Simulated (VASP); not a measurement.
A run of VASP 6.6.1 is set up as follows.

The input INCAR:

```
SYSTEM = CaSe
ALGO = Normal
EDIFF = 1E-7
EDIFFG = -0.005
ENCUT = 300
GGA = PE
IBRION = 2
ISIF = 3
ISMEAR = 0
LASPH = .TRUE.
LCHARG = .FALSE.
LREAL = .FALSE.
LWAVE = .FALSE.
NELM = 80
NSW = 90
PREC = Accurate
SIGMA = 0.03
```

File KPOINTS:

```
k-points
0
G
  4 4 4
  0 0 0
```

Contents of POSCAR:

```
CaSe                                    
1.0
    0.0000000000      2.9811887598      2.9811887598
    2.9811887598      0.0000000000      2.9811887598
    2.9811887598      2.9811887598     -0.0000000000
  Ca              Se            
     1     1
Direct
     0.0000000000000000    0.0000000000000000    0.0000000000000000
     0.5000000000000000    0.5000000000000000    0.5000000000000000
```

Potentials or basis: VASP PAW PBE potentials, release 64 (Ca_pv, Se).

The run is started by

```sh
$ cat potpaw_PBE.64/Ca_pv/POTCAR potpaw_PBE.64/Se/POTCAR > POTCAR
$ mpirun -np 1 vasp_std > vasp.out
```

Task: What does it give for the band gap on the k mesh?

Result: 2.07 eV, indirect (least direct gap 2.99 eV).

Final structure:
```xyz
2
Lattice="0.0000 2.9812 2.9812 2.9812 0.0000 2.9812 2.9812 2.9812 0.0000" Properties=species:S:1:pos:R:3 pbc="T T T"
Ca    0.0000    0.0000    0.0000
Se    2.9812    2.9812    2.9812
```

Caveat: the k mesh is coarse (spacing up to 0.46 Å⁻¹), so the values aren't converged; the relaxation stopped at its first step, so nothing moved. A k mesh can miss the band edges.
